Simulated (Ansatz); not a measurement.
# ZnO: the cost of one run

Computed with Ansatz 0.2.0 (DFT PBEsol, scalar-relativistic, plane waves, PAW, unless a step's input says otherwise).

19 further runs of the same task are left out: 19 set aside as unsound or not needed.

## (1) The system as given

It takes space group P6_3mc (No. 186, hexagonal). Conventional cell: a = 3.231 Å, b = 3.231 Å, c = 5.215 Å, α = 90.00°, β = 90.00°, γ = 120.00°. Zn (site symmetry 3m) has 4 O at 1.97 to 1.98 Å as nearest neighbours. O (site symmetry 3m) is surrounded by 4 Zn at 1.97 to 1.98 Å.

Structure file:

```cif
data_structure
_symmetry_space_group_name_H-M 'P 1'
_symmetry_Int_Tables_number 1
_cell_length_a 3.2309
_cell_length_b 3.2309
_cell_length_c 5.2154
_cell_angle_alpha 90.000
_cell_angle_beta 90.000
_cell_angle_gamma 120.000
_cell_volume 47.15
loop_
_atom_site_label
_atom_site_type_symbol
_atom_site_fract_x
_atom_site_fract_y
_atom_site_fract_z
_atom_site_occupancy
Zn1 Zn 0.33333 0.66667 0.00158 1
Zn2 Zn 0.66667 0.33333 0.50158 1
O1 O 0.33333 0.66667 0.38052 1
O2 O 0.66667 0.33333 0.88052 1
```

It is the result of an earlier relaxation at this level (volume 11.79 Å³/atom; gap on the mesh: 0.70 eV).

## (2) The scan

Atoms count from 1 in the order of the input.

The energy is mapped over a free internal coordinate and the cell.

First coordinate, shift of O3 along [0 0 1], its symmetry partners moved as symmetry demands (measured in the relaxed cell): 7 values from −0.236 Å. Second coordinate, c/a of the conventional cell at fixed volume: 7 values from 1.485 to 1.743.

Nothing else is relaxed (all other coordinates fixed). Energies count from the relaxed crystal. Points are written as (first, second).

## (3) Point (−0.236 Å, 1.614)

Contents of input.yaml:

```yaml
crystal:
  lattice:
    - [3.2309318303, 0.0, 0.0]
    - [-1.6154659151, 2.7980690429, 0.0]
    - [0.0, 0.0, 5.2153681419]
  atoms:
    - { symbol: Zn, position: [0.3333333333, 0.6666666667, 0.0015754469] }
    - { symbol: Zn, position: [0.6666666667, 0.3333333333, 0.5015754469] }
    - { symbol: O, position: [0.3333333333, 0.6666666667, 0.3352736727] }
    - { symbol: O, position: [0.6666666667, 0.3333333333, 0.8352736727] }
basis:
  ecutwfc: 520.0
kpoints:
  mp_grid: { grid: [9, 9, 6] }
hamiltonian:
  xc: pbesol
  pseudopotentials: { kind: paw, azcp: { folder: soft_1 } }
scf:
  occupations: { method: gaussian, width: 0.05 }
output:
  forces: true
  stress: true
  eigenvalues: true
```

Launch:

```sh
$ ansatz run input.yaml --threads 1 --pin off --max-ram 2048MiB --backend cpu --events-out ev --progress --plain --runs-dir out
```

Q: Estimate wall time and peak memory on 1 thread of Arm Neoverse N1, shared host.

About 15 s, with a peak of 0.35 GiB.
